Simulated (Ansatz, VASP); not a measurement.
Given: the input of a run of VASP 6.6.1 on CdS (Greenockite).

INCAR

```
  PREC = Accurate
  ENCUT = 520
  EDIFF = 1E-6
  ISMEAR = 0
  SIGMA = 0.024
  LREAL = False
  LASPH = True
  NELM = 80
  ALGO = Fast
  ISIF = 2
  LWAVE = False
  LCHARG = True
  GGA = PE
  LELF = True
  LVHAR = True
  NBANDS = 26
```

KPOINTS

```
regular mesh
0
Gamma
  7 7 4
```

The input POSCAR:

```
CdS
1.0
    4.1500000000      0.0000000000      0.0000000000
   -2.0750000000      3.5940054257      0.0000000000
    0.0000000000      0.0000000000      6.7370000000
Cd S
2 2
Direct
    0.6666666667      0.3333333333      0.5000000000
    0.3333333333      0.6666666667      0.0000000000
    0.6666666667      0.3333333333      0.8750000000
    0.3333333333      0.6666666667      0.3750000000
```

Potentials or basis: VASP PAW PBE potentials, release 64 (Cd, S).

Launch:

```console
$ cat potpaw_PBE.64/Cd/POTCAR potpaw_PBE.64/S/POTCAR > POTCAR
$ mpirun -np 1 vasp_std > vasp.out
```

Task: Set up the same calculation for Ansatz 0.2.0. Potentials there: Ansatz PAW.

Result: As run (the cutoff follows the program's own potentials):

The input input.yaml:

```yaml
crystal:
  lattice:
    - [4.15, 0.0, 0.0]
    - [-2.075, 3.5940054257, 0.0]
    - [0.0, 0.0, 6.737]
  atoms:
    - { symbol: Cd, position: [0.6666666667, 0.3333333333, 0.5] }
    - { symbol: Cd, position: [0.3333333333, 0.6666666667, 0.0] }
    - { symbol: S, position: [0.6666666667, 0.3333333333, 0.875] }
    - { symbol: S, position: [0.3333333333, 0.6666666667, 0.375] }
hamiltonian:
  xc: pbe
  pseudopotentials: { kind: paw }
kpoints:
  mp_grid: { grid: [7, 7, 4] }
scf:
  occupations: { method: gaussian, width: 0.024 }
output:
  forces: true
  stress: true
  eigenvalues: true
```

Potentials or basis: Ansatz PAW.

Command:

```sh
$ ansatz run input.yaml --threads 2 --pin off --max-ram 5632MiB --backend cpu --events-out ev --progress --plain --runs-dir out
```

Both were run:

|  | VASP | Ansatz | Ansatz less VASP |
| --- | --- | --- | --- |
| gap on the k mesh at the Fermi level (eV) | 1.20 | 1.20 | -0.003 |
| least direct gap on the mesh (eV) | 1.20 | 1.20 | -0.003 |
| pressure (GPa) | 2.4 | 2.1 | -0.34 |
| largest component of the traceless stress (GPa) | 0.44 | 0.42 | -0.014 |
| rms of the force components (eV/Å) | 0.040 | 0.039 | -0.0009 |

Atom by atom the forces differ by 0.001 eV/Å (rms over components). The two sets of potentials don't hold the same shells in valence.

Caveats: odd divisions of the mesh miss points on the zone boundary, where band edges often lie, so the gap on the mesh can be too wide (Ansatz).
